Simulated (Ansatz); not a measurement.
# BN at several levels of theory

One geometry, relaxed with PBE, and single points on it; plane waves with PAW potentials in Ansatz, scalar-relativistic unless the row names spin-orbit coupling. No spin polarisation. Meshes are on the primitive cell of 2 atoms. Gaps are the least over mesh and band path; pressure is positive in compression. Smearing is Gaussian, 0.02 eV.

```cif
data_structure
_symmetry_space_group_name_H-M 'F-43m'
_symmetry_Int_Tables_number 216
_cell_length_a 3.6247
_cell_length_b 3.6247
_cell_length_c 3.6247
_cell_angle_alpha 90.000
_cell_angle_beta 90.000
_cell_angle_gamma 90.000
_cell_volume 47.62
loop_
_atom_site_label
_atom_site_type_symbol
_atom_site_symmetry_multiplicity
_atom_site_Wyckoff_symbol
_atom_site_fract_x
_atom_site_fract_y
_atom_site_fract_z
_atom_site_occupancy
B1 B 4 a 0.00000 0.00000 0.00000 1
N1 N 4 c 0.25000 0.25000 0.25000 1
```

```tsv
level	cutoff (eV)	k mesh	gap (eV)	pressure (GPa)	rough cost with bands (core-min)
PBE	420	12×12×12	4.46	0.0	0.3
```

Q: What do r2SCAN, PBEsol give on the same cell?

A:
```tsv
level	cutoff (eV)	k mesh	gap (eV)	pressure (GPa)	rough cost with bands (core-min)
r2SCAN	500	12×12×12	4.99	-4.8	0.4
PBEsol	420	12×12×12	4.28	-5.9	0.3
```